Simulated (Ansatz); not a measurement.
Crystal: TiSi2.

```
Ti Si
1.0
     0.00000    4.11752    4.26290
     2.38951    0.00000    4.26290
     2.38951    4.11752    0.00000
Ti Si
2 4
Cartesian
  3.5843 6.1763 6.3943
  2.3895 4.1175 4.2629
  1.1948 3.3975 2.1314
  1.1948 0.7200 2.1314
  2.3895 1.3387 4.2629
  2.3895 6.8963 4.2629
```

The cell is a database's computed one.

- Program: Ansatz 0.2.0
- Task: relaxation of cell and atoms
- Functional: revPBE
- Dispersion: D4
- Potentials or basis: Ansatz PAW
- Cutoff: 420 eV (not typed: the program's choice for these potentials)
- k mesh: 7 × 7 × 7
- Occupations: fermi-dirac, width 0.05 eV
- Spin: no spin polarisation

At the start: volume 13.98 Å³/atom.

**Question.** How do energy, volume and symmetry change on relaxing?

**Answer.** It ends after 6 steps and the volume is 13.59 Å³/atom (-2.8 %); space group Fddd (No. 70, to 0.05 Å).

The path:
```tsv
step	energy change (eV)	largest force (eV/Å)	volume (Å³)
1	0.0000	0.0391	83.88
2	-0.0302	0.0090	81.16
3	-0.0340	0.0062	81.56
4	-0.0341	0.0053	81.55
5	-0.0341	0.0037	81.53
6	-0.0337	0.0036	81.53
```

Final structure:
```xyz
6
Lattice="0.0000 4.0569 4.2457 2.3668 0.0000 4.2457 2.3668 4.0569 0.0000" Properties=species:S:1:pos:R:3 pbc="T T T"
Ti    3.5503    6.0853    6.3685
Ti    2.3668    4.0569    4.2457
Si    1.1834    3.3534    2.1228
Si    1.1834    0.7035    2.1228
Si    2.3668    1.3250    4.2457
Si    2.3668    6.7888    4.2457
```

Caveat: the plane-wave basis is chosen anew once the cell has moved, so the energies of steps on either side of that aren't comparable; pairwise dispersion overbinds metals, which lowers pressure and volume; the PAW data sets come from PBE, with cores solved anew for the run's functional, which leaves a small shift of forces and pressure.
